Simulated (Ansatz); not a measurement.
(111) slab cut from the bulk of Ir, Fm-3m (No. 225); the slab's formula is Ir:

```
Ir
1.0
     2.73697    0.00000    0.00000
    -1.36848    2.37028    0.00000
     0.00000    0.00000   23.93890
Ir
5
Cartesian
  1.3685 0.7901 7.5000
  0.0000 1.5802 9.7347
  0.0000 0.0000 11.9694
  1.3685 0.7901 14.2042
  0.0000 1.5802 16.4389
```

Theory: DFT PBE, scalar-relativistic, plane waves, PAW (Ansatz). Settings: cutoff 420 eV, Γ-centred mesh 15×15×1 on the computed 5-atom cell, Gaussian smearing of 0.10 eV; no spin polarisation. A dipole correction removes the field between periodic images along c.

Task: What forces act on the atoms?

Result:
| atom | Fx (eV/Å) | Fy (eV/Å) | Fz (eV/Å) |
| --- | --- | --- | --- |
| Ir1 | 0.000 | 0.000 | 0.479 |
| Ir2 | 0.000 | 0.000 | -0.343 |
| Ir3 | 0.000 | 0.000 | 0.000 |
| Ir4 | 0.000 | 0.000 | 0.343 |
| Ir5 | 0.000 | 0.000 | -0.479 |

Spin–orbit coupling is left out, which can shift energies with elements as heavy as these.

Cost: 1 run of about 0.38 core-minutes, on Intel Xeon Platinum 8488C (Sapphire Rapids) (shared hosts).